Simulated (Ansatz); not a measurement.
CsPbCl3:

```
Pb Cs Cl
1.0
     5.60500    0.00000    0.00000
     0.00000    5.60500    0.00000
     0.00000    0.00000    5.60500
Pb Cs Cl
1 1 3
Direct
  0.50000 0.50000 0.50000
  0.00000 0.00000 0.00000
  0.50000 0.00000 0.50000
  0.00000 0.50000 0.50000
  0.50000 0.50000 0.00000
```

| Quantity | Value |
| --- | --- |
| Program | Ansatz 0.2.0 |
| Task | relaxation of cell and atoms |
| Functional | BLYP |
| Dispersion | D4 |
| Potentials or basis | Ansatz PAW |
| Cutoff | 420 eV (not typed: the program's choice for these potentials) |
| k mesh | 5 × 5 × 5 |
| Occupations | fermi-dirac, width 0.05 eV |
| Spin | no spin polarisation |

At the start: volume 35.22 Å³/atom.

Task: Where does the relaxation end?

Result: It ends after 5 steps and the volume is 37.67 Å³/atom (+7.0 %); space group Pm-3m (No. 221, to 0.05 Å).

Step by step:
| step | energy change (eV) | largest force (eV/Å) | volume (Å³) |
| --- | --- | --- | --- |
| 1 | 0.0000 | 0.0000 | 176.09 |
| 2 | -0.0568 | 0.0000 | 184.18 |
| 3 | -0.0634 | 0.0000 | 187.90 |
| 4 | -0.0635 | 0.0000 | 188.36 |
| 5 | -0.0640 | 0.0000 | 188.36 |

Final structure:
```yaml
crystal:
  lattice:
    - [5.73227, 0.00000, 0.00000]
    - [0.00000, 5.73227, 0.00000]
    - [0.00000, 0.00000, 5.73227]
  atoms:
    - { symbol: Pb, position: [0.50000, 0.50000, 0.50000] }
    - { symbol: Cs, position: [0.00000, 0.00000, 0.00000] }
    - { symbol: Cl, position: [0.50000, 0.00000, 0.50000] }
    - { symbol: Cl, position: [0.00000, 0.50000, 0.50000] }
    - { symbol: Cl, position: [0.50000, 0.50000, 0.00000] }
```

Caveat: the plane-wave basis is chosen anew once the cell has moved, so the energies of steps on either side of that aren't comparable; the PAW data sets come from PBE, with cores solved anew for the run's functional, which leaves a small shift of forces and pressure.
